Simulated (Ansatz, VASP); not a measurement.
# SiO2: VASP beside Ansatz, part 2 of 3

Aim: how closely do two programs agree when they are given the same cell, functional and k mesh? Of the first pair: The cell is taken from a series of runs on this material, whose earlier steps may have relaxed, scaled, displaced or heated it; both programs get it as it stands.

VASP 6.6.1 and Ansatz 0.2.0.

So far: The structure; Ansatz: relaxation of cell and atoms, PBEsol.

## Step 3: VASP: relaxation of cell and atoms, PBEsol

Level of this step: PBEsol; plane waves and PAW (Si, O) (VASP).

The same cell, functional, mesh and smearing now go to VASP, with its own data sets.

Lines of VASP's logs that name or quote its potential files are left out, and so is its time.

INCAR

```
SYSTEM = SiO2
PREC = Accurate
ENCUT = 600
EDIFF = 1E-07
NELM = 120
ISMEAR = -1
SIGMA = 0.02
LREAL = .FALSE.
ALGO = Normal
GGA = PS
NBANDS = 22
LORBIT = 11
LWAVE = .FALSE.
LCHARG = .FALSE.
ISIF = 3
IBRION = 2
NSW = 80
EDIFFG = -0.005
LASPH = .TRUE.
GGA_COMPAT = .FALSE.
NELMIN = 4
EFERMI = MIDGAP
KPAR = 2
```

POSCAR

```
SiO2
1.0
    4.1945435626      0.0000000000      0.0000000000
    0.0000000000      4.1945435626      0.0000000000
    0.0000000000      0.0000000000      2.6780889974
Si O
2 4
Direct
    0.0000000000      0.0000000000      0.0000000000
    0.5000000000      0.5000000000      0.5000000000
    0.3060584570      0.3060584570      0.0000000000
    0.1939415430      0.8060584570      0.5000000000
    0.6939415430      0.6939415430      0.0000000000
    0.8060584570      0.1939415430      0.5000000000
```

KPOINTS

```
Automatic mesh
0
Gamma
7 7 10
0 0 0
```

PAW data sets: Si and O (PBE family, release 64).

Command:

```
mpirun -np 2 vasp_std
```

Numbers of over 12 decimals in the logs are rounded to 6 here.

The log of the run:

```text
[banner, memory and clock lines left out]
running    2 mpi-ranks, on    1 nodes
 distrk:  each k-point on    1 cores,    2 groups
 distr:  one band on    1 cores,    1 groups

 POSCAR found type information on POSCAR SiO
 POSCAR found :  2 types and       6 ions
|                                                                             |
|               ----> ADVICE to this user running VASP <----                  |
|                                                                             |
|     You enforced a specific xc type in the INCAR file but a different       |
|     [... a line on the potential file left out ...]
|     I HOPE YOU KNOW WHAT YOU ARE DOING!                                     |
|                                                                             |

 LDA part: xc-table for (Slater+PW92), standard interpolation
 POSCAR, INCAR and KPOINTS ok, starting setup
 FFT: planning ... GRIDC
 FFT: planning ... GRID_SOFT
 FFT: planning ... GRID
 WAVECAR not read
 entering main loop
       N       E                     dE             d eps       ncg     rms          rms(c)
DAV:   1     0.165562739437E+03    0.16556E+03   -0.19573E+04  2656   0.158E+03
DAV:   2    -0.453718943499E+02   -0.21093E+03   -0.20200E+03  3492   0.322E+02
DAV:   3    -0.531305484070E+02   -0.77587E+01   -0.77319E+01  3360   0.617E+01
DAV:   4    -0.531850616111E+02   -0.54513E-01   -0.54485E-01  3264   0.600E+00
DAV:   5    -0.531855675678E+02   -0.50596E-03   -0.50592E-03  3318   0.556E-01    0.169E+01
DAV:   6    -0.490350336993E+02    0.41505E+01   -0.14441E+01  3126   0.257E+01    0.800E+00
DAV:   7    -0.490074826031E+02    0.27551E-01   -0.47766E-01  3182   0.455E+00    0.297E+00
DAV:   8    -0.489979709049E+02    0.95117E-02   -0.17699E-02  3174   0.131E+00    0.993E-01
DAV:   9    -0.489981342497E+02   -0.16334E-03   -0.46431E-03  3264   0.676E-01    0.262E-01
DAV:  10    -0.489982397834E+02   -0.10553E-03   -0.39603E-04  3240   0.160E-01    0.399E-02
DAV:  11    -0.489982164754E+02    0.23308E-04   -0.90251E-05  3294   0.701E-02    0.815E-03
DAV:  12    -0.489982166774E+02   -0.20202E-06   -0.60176E-06  3144   0.178E-02    0.346E-03
DAV:  13    -0.489982166432E+02    0.34259E-07   -0.77071E-07  3270   0.661E-03
   1 F= -.48998217E+02 E0= -.48998217E+02  d E =-.489982E+02
[...]
2 F= -.48998291E+02 E0= -.48998291E+02  d E =-.739034E-04
[...]
3 F= -.48998471E+02 E0= -.48998471E+02  d E =-.254043E-03
 curvature:  -0.27 expect dE=-0.456E-04 dE for cont linesearch -0.373E-07
 trial: gam= 0.16439 g(F)=  0.132E-05 g(S)=  0.165E-03 ort = 0.113E-04 (trialstep = 0.908E+00)
 search vector abs. value=  0.196E-03
 bond charge predicted
       N       E                     dE             d eps       ncg     rms          rms(c)
DAV:   1    -0.489987840852E+02   -0.31345E-03   -0.16170E-02  3030   0.102E+00    0.113E-01
DAV:   2    -0.489985941920E+02    0.18989E-03   -0.63222E-04  3210   0.193E-01    0.455E-02
DAV:   3    -0.489985521186E+02    0.42073E-04   -0.80226E-05  3192   0.673E-02    0.155E-02
DAV:   4    -0.489985456100E+02    0.65086E-05   -0.15054E-05  3234   0.303E-02    0.421E-03
DAV:   5    -0.489985454991E+02    0.11091E-06   -0.18374E-06  3216   0.102E-02    0.219E-03
DAV:   6    -0.489985455532E+02   -0.54088E-07   -0.35564E-08  1770   0.153E-03
   4 F= -.48998546E+02 E0= -.48998546E+02  d E =-.748675E-04
 trial-energy change:   -0.000075  1 .order   -0.000073   -0.000153    0.000006
 step:   0.8750(harm=  0.8733)  dis= 0.00025  next Energy=   -48.998546 (dE=-0.750E-04)
 reached required accuracy - stopping structural energy minimisation
```

From OUTCAR (step 3):

```text
ion  position               nearest neighbor table
   1  0.000  0.000  0.000-   4 1.77   6 1.77   4 1.77   6 1.77   5 1.82   3 1.82
   2  0.500  0.500  0.500-   3 1.77   5 1.77   3 1.77   5 1.77   4 1.82   6 1.82
   3  0.306  0.306  0.000-   2 1.77   2 1.77   1 1.82
   4  0.194  0.806  0.500-   1 1.77   1 1.77   2 1.82
   5  0.694  0.694  0.000-   2 1.77   2 1.77   1 1.82
   6  0.806  0.194  0.500-   1 1.77   1 1.77   2 1.82

  LATTYP: Found a simple tetragonal cell.
 ALAT       =     4.1945435626
 C/A-ratio  =     0.6384697065

 Subroutine GETGRP returns: Found 16 space group operations
 (whereof  8 operations were pure point group operations)

The static configuration has the point symmetry D_2h.
 The point group associated with its full space group is D_4h.

 Found     60 irreducible k-points:

   k-points           NKPTS =     60   k-points in BZ     NKDIM =     60   number of bands    NBANDS=     22

   dimension x,y,z NGX =    36 NGY =   36 NGZ =   24
   dimension x,y,z NGXF=    72 NGYF=   72 NGZF=   48

   ENCUT  =  600.0 eV  44.10 Ry    6.64 a.u.   8.38  8.38  5.35*2*pi/ulx,y,z

   NELECT =      32.0000    total number of electrons

 k-points in reciprocal lattice and weights: Automatic mesh
   0.00000000  0.00000000  0.00000000       0.002
   0.14285714  0.00000000  0.00000000       0.008
   0.28571429  0.00000000  0.00000000       0.008
   0.42857143  0.00000000  0.00000000       0.008
   0.14285714  0.14285714  0.00000000       0.008
   0.28571429  0.14285714  0.00000000       0.016
   0.42857143  0.14285714  0.00000000       0.016
   0.28571429  0.28571429  0.00000000       0.008
   0.42857143  0.28571429  0.00000000       0.016
[...]
0.42857143  0.28571429  0.50000000       0.016
   0.42857143  0.42857143  0.50000000       0.008

 average (electrostatic) potential at core
       1 -81.0841       2 -81.0841       3 -66.8571       4 -66.8571       5 -66.8571
       6 -66.8571

 E-fermi :  10.6749

 k-point     1 :       0.0000    0.0000    0.0000
  band No.  band energies     occupation
    ...
     12       4.8643      2.00000
     13       5.4814      2.00000
     14       7.1246      2.00000
     15       7.1246      2.00000
     16       8.0055      2.00000
     17      13.3444      0.00000
     18      14.4502      0.00000
     19      16.2114      0.00000
     20      16.2114      0.00000
     21      18.8293      0.00000
    ...

 k-point     2 :       0.1429    0.0000    0.0000
  band No.  band energies     occupation
    ...
     12       4.9110      2.00000
     13       5.5218      2.00000
     14       6.6764      2.00000
     15       7.0886      2.00000
     16       7.8428      2.00000
     17      13.6828      0.00000
     18      14.6317      0.00000
     19      16.2502      0.00000
     20      16.2748      0.00000
     21      19.1840      0.00000
    ...

 k-point     3 :       0.2857    0.0000    0.0000
  band No.  band energies     occupation
    ...
     12       5.0404      2.00000
     13       5.5140      2.00000
     14       5.6275      2.00000
     15       6.9969      2.00000
     16       7.4240      2.00000
     17      14.4484      0.00000
     18      15.1122      0.00000
     19      16.4247      0.00000
     20      16.5186      0.00000
     21      19.3603      0.00000
    ...

  Total        0.0066502      0.0066502     -0.0038357     -0.0000000      0.0000000      0.0000000
  in kB        0.2260187      0.2260187     -0.1303616     -0.0000000      0.0000000      0.0000000
  external PRESSURE =       0.1072252 kB  Pullay stress =       0.0000000 kB

  energy-cutoff  :      600.00
  volume of cell :       47.14
      direct lattice vectors                 reciprocal lattice vectors
     4.191927193  0.000000000  0.000000000     0.238553762  0.000000000  0.000000000
    -0.000000000  4.191927193  0.000000000     0.000000000  0.238553762  0.000000000
     0.000000000  0.000000000  2.682708948     0.000000000  0.000000000  0.372757544

 POSITION                                       TOTAL-FORCE (eV/Angst)
 -----------------------------------------------------------------------------------
     -0.00000      0.00000      0.00000         0.000000      0.000000      0.000000
      2.09596      2.09596      1.34135         0.000000      0.000000      0.000000
      1.28207      1.28207      2.68271        -0.002452     -0.002452      0.000000
      0.81389      3.37804      1.34135         0.002452     -0.002452      0.000000
      2.90985      2.90985      0.00000         0.002452      0.002452      0.000000
      3.37804      0.81389      1.34135        -0.002452      0.002452      0.000000
 -----------------------------------------------------------------------------------
    total drift:                                0.000000     -0.000000     -0.000000

  FREE ENERGIE OF THE ION-ELECTRON SYSTEM (eV)
  ---------------------------------------------------
  free  energy   TOTEN  =       -48.9985455532 eV

  energy  without entropy=      -48.9985455532  energy(sigma->0) =      -48.99854555

 reached required accuracy - stopping structural energy minimisation

 total charge
# of ion       s       p       d       tot
------------------------------------------
    1        0.589   0.871   0.000   1.460
    2        0.589   0.871   0.000   1.460
    3        1.541   3.667   0.000   5.208
    4        1.541   3.667   0.000   5.208
    5        1.541   3.667   0.000   5.208
    6        1.541   3.667   0.000   5.208
--------------------------------------------------
tot          7.342  16.410   0.000  23.752

[... 3 further parts left out ...]
```

CONTCAR:

```
SiO2
   1.00000000000000
     4.1919271931288451    0.0000000000000000    0.0000000000000000
    -0.0000000000000000    4.1919271931288451    0.0000000000000000
     0.0000000000000000    0.0000000000000000    2.6827089479106072
  Si              O
     2     4
Direct
     0.0000000000000000    0.0000000000000000    0.0000000000000000
     0.5000000000000000    0.5000000000000000    0.5000000000000000
     0.3058437389516023    0.3058437389516023    1.0000000000000000
     0.1941562610483978    0.8058437389516023    0.5000000000000000
     0.6941562610483977    0.6941562610483977    0.0000000000000000
     0.8058437389516023    0.1941562610483978    0.5000000000000000
```

The run keeps the 16 symmetry operations of its start, so it cannot find a distortion of lower symmetry.

## Step 4: Comparison

Known differences besides the potentials themselves: Ansatz makes its cores anew for this functional, VASP keeps those of its PBE data sets; Ansatz adds a Pulay correction to the stress that steers its cell, VASP none. Total energies have different zeros and are not compared.

Compared:

| quantity | Ansatz | VASP | difference |
| --- | --- | --- | --- |
| volume (Å³) | 47.12 | 47.14 | -0.05 % |
| edge a after relaxation, in the typed setting (Å) | 4.194 | 4.192 | +0.06 % |
| edge c after relaxation, in the typed setting (Å) | 2.678 | 2.683 | -0.17 % |

## Step 5: Ansatz: relaxation, PBEsol

This run makes the geometry at which the two programs are then compared.

The structure compared here is the end of the Ansatz relaxation.

input.yaml

```yaml
crystal:
  lattice:
    - [4.1945435626, 0.0, 0.0]
    - [0.0, 4.1945435626, 0.0]
    - [0.0, 0.0, 2.6780889974]
  atoms:
    - { symbol: Si, position: [0.0, 0.0, 0.0] }
    - { symbol: Si, position: [0.5, 0.5, 0.5] }
    - { symbol: O, position: [0.306058457, 0.306058457, 0.0] }
    - { symbol: O, position: [0.193941543, 0.806058457, 0.5] }
    - { symbol: O, position: [0.693941543, 0.693941543, 0.0] }
    - { symbol: O, position: [0.806058457, 0.193941543, 0.5] }
kpoints:
  mp_grid: { grid: [7, 7, 10] }
scf:
  occupations: { method: fermi_dirac, width: 0.02 }
hamiltonian:
  xc: pbesol
  pseudopotentials: { kind: paw, azcp: { folder: soft_1 }, xc_functional: pbe }
basis:
  ecutwfc: 600
output:
  forces: true
  stress: true
relax:
  f_tol: 0.005
  max_steps: 70
  cell: { stress_tol: 0.02, p_target: 2 }
```

Command:

```
ansatz run input.yaml --threads 4 --pin off --max-ram 10240MiB --backend cpu --events-out ev --progress --plain --runs-dir out
```

The log of the run:

```text
[...]
Crystal: 6 atoms, lattice volume = 47.119 Å³
Basis set: ecut = 600 eV, 1551 PW (Γ), exchange–correlation on 72×72×48 points (8 copies of the dense FFT grid, shifted against one another)
Bands: 22, of which v1, the nominal top of the filled ones, is band 16 counted from 1 (15 counted from 0)
Symmetry: 16 space group operations
[...]
k-points: 60 of 490
[...]
cell:  # Å, volume = 46.7958 Å³
    - [4.182909, 0, 0.0]
    - [0, 4.182909, 0.0]
    - [0.0, 0.0, 2.674547]
  atoms:
    - { symbol: Si, position: [0, 0, 0.0] }
    - { symbol: Si, position: [0.5, 0.5, 0.500000] }
    - { symbol: O, position: [0.305781, 0.305781, 0.0] }
    - { symbol: O, position: [0.194219, 0.805781, 0.500000] }
    - { symbol: O, position: [0.694219, 0.694219, 0.0] }
    - { symbol: O, position: [0.805781, 0.194219, 0.500000] }
[key lines of the parts left out:]
SCF converged after 5 iterations
Free energy (F): -3492.859657 eV
Fermi energy:    13.126278 eV
P = ⅓ Tr σ = 1.9990 GPa (19.990 kbar)
```

## Step 6: VASP: single point, PBEsol, pair 2

The same cell, functional, mesh and smearing now go to VASP, with its own data sets.

INCAR

```
SYSTEM = SiO2
PREC = Accurate
ENCUT = 600
EDIFF = 1E-06
NELM = 120
ISMEAR = -1
SIGMA = 0.02
LREAL = .FALSE.
ALGO = Normal
GGA = PS
NBANDS = 22
LORBIT = 11
LWAVE = .FALSE.
LCHARG = .FALSE.
ISIF = 2
LASPH = .TRUE.
GGA_COMPAT = .FALSE.
EFERMI = MIDGAP
KPAR = 2
```

POSCAR

```
SiO2
1.0
    4.1829093866      0.0000000000      0.0000000000
    0.0000000000      4.1829093866      0.0000000000
    0.0000000000      0.0000000000      2.6745467121
Si O
2 4
Direct
    0.0000000000      0.0000000000      0.0000000000
    0.5000000000      0.5000000000      0.5000000000
    0.3057809547      0.3057809547      0.0000000000
    0.1942190453      0.8057809547      0.5000000000
    0.6942190453      0.6942190453      0.0000000000
    0.8057809547      0.1942190453      0.5000000000
```

KPOINTS is that of step 3.

Command:

```
mpirun -np 2 vasp_std
```

The log of the run:

```text
[banner, memory and clock lines left out]
running    2 mpi-ranks, on    1 nodes
[...]
[... a notice as in an earlier step ...]

 LDA part: xc-table for (Slater+PW92), standard interpolation
 POSCAR, INCAR and KPOINTS ok, starting setup
[...]
entering main loop
       N       E                     dE             d eps       ncg     rms          rms(c)
DAV:   1     0.164970694828E+03    0.16497E+03   -0.19495E+04  2656   0.157E+03
DAV:   2    -0.455645726709E+02   -0.21054E+03   -0.20208E+03  3552   0.320E+02
DAV:   3    -0.531425011162E+02   -0.75779E+01   -0.75481E+01  3354   0.607E+01
DAV:   4    -0.531963444550E+02   -0.53843E-01   -0.53821E-01  3240   0.593E+00
[...]
DAV:  10    -0.489947154883E+02   -0.10193E-03   -0.35107E-04  3186   0.152E-01    0.380E-02
DAV:  11    -0.489946954432E+02    0.20045E-04   -0.78917E-05  3246   0.657E-02    0.754E-03
DAV:  12    -0.489946955958E+02   -0.15262E-06   -0.53346E-06  3150   0.169E-02
   1 F= -.48994696E+02 E0= -.48994696E+02  d E =0.000000E+00
```

OUTCAR, selected parts (step 6):

```text
  Total        0.6203853      0.6203853      0.8922195     -0.0000000      0.0000000      0.0000000
  in kB       21.2405122     21.2405122     30.5474665     -0.0000000      0.0000000      0.0000000
  external PRESSURE =      24.3428303 kB  Pullay stress =       0.0000000 kB

 POSITION                                       TOTAL-FORCE (eV/Angst)
 -----------------------------------------------------------------------------------
      0.00000      0.00000      0.00000         0.000000      0.000000     -0.000000
      2.09145      2.09145      1.33727         0.000000      0.000000     -0.000000
      1.27905      1.27905      0.00000        -0.025195     -0.025195      0.000000
      0.81240      3.37051      1.33727         0.025195     -0.025195     -0.000000
      2.90386      2.90386      0.00000         0.025195      0.025195     -0.000000
      3.37051      0.81240      1.33727        -0.025195      0.025195     -0.000000
 -----------------------------------------------------------------------------------
    total drift:                                0.000000     -0.000000      0.000000

  FREE ENERGIE OF THE ION-ELECTRON SYSTEM (eV)
  ---------------------------------------------------
  free  energy   TOTEN  =       -48.9946955958 eV

  energy  without entropy=      -48.9946955958  energy(sigma->0) =      -48.99469560

[... 1 part as in an earlier step ...]

[... 2 further parts left out ...]
[key lines of the parts left out:]
E-fermi :  10.8407
```

The run ends at a pressure of 2.43 GPa, with forces up to 0.036 eV/Å.

## Step 7: Side by side

What differs besides the data sets and the points named for the pairs above, as far as they apply: Ansatz's pressure holds a Pulay correction, VASP's none. Total energies have different zeros and are not compared.

Compared:

| quantity | Ansatz | VASP | difference |
| --- | --- | --- | --- |
| pressure (GPa) | 2.00 | 2.43 | -0.44 |
| gap on the k mesh (eV) | 5.470 | 5.471 | -0.001 |

At this near-relaxed geometry the largest component of a force difference is 25 meV/Å. A gap on the mesh is an upper bound, since the band edges may lie between its points.

[end of part 2 of 3]

[Lines on the potential files, build, host, timing and source positions are cut from VASP's logs without a mark.]

[Logs are printed without paths, hosts, clocks, repeated set-up lines and the standing remarks that a program may print on its own settings, such as how far it seeks lower states.]

[Hosts, paths, dates, database ids (printed as entryN), source tags and the programs' standing remarks are cut or masked in the printed files.]
